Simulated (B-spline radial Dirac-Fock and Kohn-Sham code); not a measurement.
## The Sb-like isoelectronic sequence (51 electrons), Z = 51 to 60

Model: ΔSCF Dirac-Fock with Breit, self-energy and vacuum polarisation, finite nucleus, configuration average. Program: a radial atomic solver. Binding energies in eV, tabulated ground configurations. Correlation and solid-state effects are left out.

```csv
ion,configuration,2p1/2,2p3/2,3p3/2,3d3/2,outermost level,NIST ionisation energy
Sb,[Kr] 4d10 5s2 5p3,4390.4,4142.0,777.2,545.9,7.62 (5p),8.608389
Te⁺,[Kr] 4d10 5s2 5p3,4632.5,4361.6,840.7,601.9,17.19 (5p),18.6 ± 0.4
I²⁺,[Kr] 4d10 5s2 5p3,4883.7,4588.9,908.2,661.8,28.53 (5p),29.57 ± 0.025
Xe³⁺,[Kr] 4d10 5s2 5p3,5144.0,4823.6,979.4,725.3,41.46 (5p),42.2 ± 0.2
Cs⁴⁺,[Kr] 4d10 5s2 5p3,5413.4,5065.6,1054.1,792.4,55.85 (5p),56 ± 1.9
Ba⁵⁺,[Kr] 4d10 5s2 5p3,5691.8,5314.9,1132.4,862.9,71.65 (5p),71 ± 2
La⁶⁺,[Kr] 4d10 5s2 5p3,5979.2,5571.3,1214.0,936.8,88.79 (5p),88 ± 2
Ce⁷⁺,[Kr] 4d10 5s2 5p3,6275.9,5834.9,1299.0,1014.1,107.2 (5p),106 ± 2.1
Pr⁸⁺,[Kr] 4d10 4f1 5s2 5p2,?,?,?,?,?,?
Nd⁹⁺,[Kr] 4d10 4f2 5s2 5p1,6878.1,6364.4,1456.1,1156.2,142.1 (5p),152 ± 8
```

Question: Fill in the row of Pr⁸⁺.

Answer: 2p1/2 6573.0, 2p3/2 6096.7, 3p3/2 1376.5, 3d3/2 1084.1, outermost 123.4 (4f), NIST – eV.

NIST's values are for the lowest levels; a dash marks a value that is missing or belongs to another shell. Their kind here: measured, theoretical. Where a p, d or f shell is open in either ion the computed value averages over both j values and all terms, while the table refers to the lowest levels; that difference holds spin-orbit splitting (largest in heavy or highly charged ions), term energies where several electrons share open shells, and correlation, and it can reach 10 % or more.
